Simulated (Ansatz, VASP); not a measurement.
**Two plane-wave programs on Bi**

INCAR

```
SYSTEM = Bi
  PREC = Accurate
  ENCUT = 520
  EDIFF = 1E-7
  ISMEAR = -1
  SIGMA = 0.1
  LREAL = .False.
  LASPH = .True.
  NELM = 100
  ALGO = Normal
  ISIF = 2
  LWAVE = .False.
  LCHARG = .False.
  GGA = PS
  NBANDS = 30
```

Contents of KPOINTS:

```
Automatic mesh
0
Gamma
  7 7 11
  0 0 0
```

The input POSCAR:

```
Bi
1.0
    5.6270533777      0.0000000000      0.0000000000
   -2.8135266889      4.8731711736      0.0000000000
    0.0000000000      0.0000000000      3.3233371473
Bi
3
Direct
    0.0000000000      1.0000000000      0.0000000000
    0.3333333333      0.6666666667      0.5000000000
    0.6666666667      0.3333333333      0.5000000000
```

Input for Ansatz:

```yaml
crystal:
  lattice:
    - [5.6270533777, 0.0, 0.0]
    - [-2.8135266889, 4.8731711736, 0.0]
    - [0.0, 0.0, 3.3233371473]
  atoms:
    - { symbol: Bi, position: [0.0, 1.0, 0.0] }
    - { symbol: Bi, position: [0.3333333333, 0.6666666667, 0.5] }
    - { symbol: Bi, position: [0.6666666667, 0.3333333333, 0.5] }
hamiltonian:
  xc: pbesol
  pseudopotentials:
    kind: paw
    azcp:
      Bi: "pseudopotentials/Bi.paw.azcp"
basis:
  ecutwfc: 420
  fft_grid_basis: typed
kpoints:
  mp_grid: { grid: [7, 7, 11], shift: [0, 0, 0] }
magnetization:
  spin_polarized: false
scf:
  occupations: { method: fermi_dirac, width: 0.1 }
  lower_state_search: "off"
output:
  stress: true
```

Alike in both runs: task single point; functional PBEsol; k mesh 7 × 7 × 11; occupations fermi-dirac, width 0.1 eV; no spin polarisation.

|  | VASP | Ansatz |
| --- | --- | --- |
| version | VASP 6.6.1 | Ansatz 0.2.0 |
| potentials or method | VASP PAW PBE potentials, release 64 (Bi_d) | plane waves (420 eV) with PAW, scalar-relativistic |
| plane-wave cutoff (eV) | 520 | 420 |
| valence electrons in the cell | 45 | 45 |

|  | VASP | Ansatz | Ansatz less VASP |
| --- | --- | --- | --- |
| pressure (GPa) | 0.1 | 0.1 | +0.06 |
| largest component of the traceless stress (GPa) | 0.72 | 0.73 | +0.011 |

Ansatz warned: «pseudo_functional_mismatch».

Caveats: the PAW data sets were made with another functional, which shifts forces and pressure a little (VASP).
